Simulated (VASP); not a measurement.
HfO2:

```
CELL_PARAMETERS angstrom
0.00000 2.55750 2.55750
2.55750 0.00000 2.55750
2.55750 2.55750 0.00000
ATOMIC_POSITIONS crystal
Hf 0.00000 0.00000 0.00000
O 0.75000 0.75000 0.75000
O 0.25000 0.25000 0.25000
```

Measurements of this composition are mostly on another form, of space group No. 14.

Base run:

* Program: VASP 6.6.1
* Functional: LDA
* Potentials or basis: VASP PAW LDA potentials, release 64 (Hf_pv, O)
* Cutoff: 520 eV
* k mesh: 8 × 8 × 8
* Occupations: gaussian, width 0.02 eV
* Spin: spin-orbit coupling, no magnetisation

Its results: pressure -19.2 GPa.

Question: The run is repeated on the same cell with these changes: functional from LDA to PBE; potentials or basis from VASP PAW LDA potentials, release 64 (Hf_pv, O) to VASP PAW PBE potentials, release 64 (Hf_pv, O). What comes out?

Answer: Pressure -5.8 GPa.

Caveats: so large a pressure means that the cell lies far from this level's equilibrium, or that cutoff or potentials fall short (some runs).

Not every run made on this cell is shown here.
